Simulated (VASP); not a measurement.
Here is a VASP 6.6.1 calculation.

File INCAR:

```
SYSTEM = NaI
PREC = Accurate
ENCUT = 520
EDIFF = 1E-7
ISMEAR = 0
SIGMA = 0.01
LREAL = .FALSE.
LASPH = .TRUE.
NELM = 100
ALGO = Normal
ISIF = 2
LWAVE = .FALSE.
LCHARG = .FALSE.
METAGGA = R2SCAN
LMIXTAU = .TRUE.
NBANDS = 14
```

File KPOINTS:

```
Automatic mesh
0
G
  4 4 4
  0 0 0
```

The input POSCAR:

```
NaI
1.0
    4.0405365579      0.0000000000      0.0000000000
    0.0000000000      4.0405365579      0.0000000000
    0.0000000000      0.0000000000      4.0405365579
Na I
1 1
Direct
    0.0000000000      0.0000000000      0.0000000000
    0.5000000000      0.5000000000      0.5000000000
```

Potentials or basis: VASP PAW PBE potentials, release 64 (Na_pv, I).

Run with:

```sh
$ cat potpaw_PBE.64/Na_pv/POTCAR potpaw_PBE.64/I/POTCAR > POTCAR
$ mpirun -np 1 vasp_std > vasp.out
```

Question: What does it give for the pressure?

Answer: 0.2 GPa.

Question: What does it give for the band gap on the k mesh?

Answer: 3.06 eV, indirect (least direct gap 3.35 eV).

Caveat: the PAW data sets were made with another functional, which shifts forces and pressure a little; spin-orbit coupling is left out, which moves the levels of the heavy elements. r2SCAN opens gaps a little over a GGA but as a rule still falls short of measured ones.
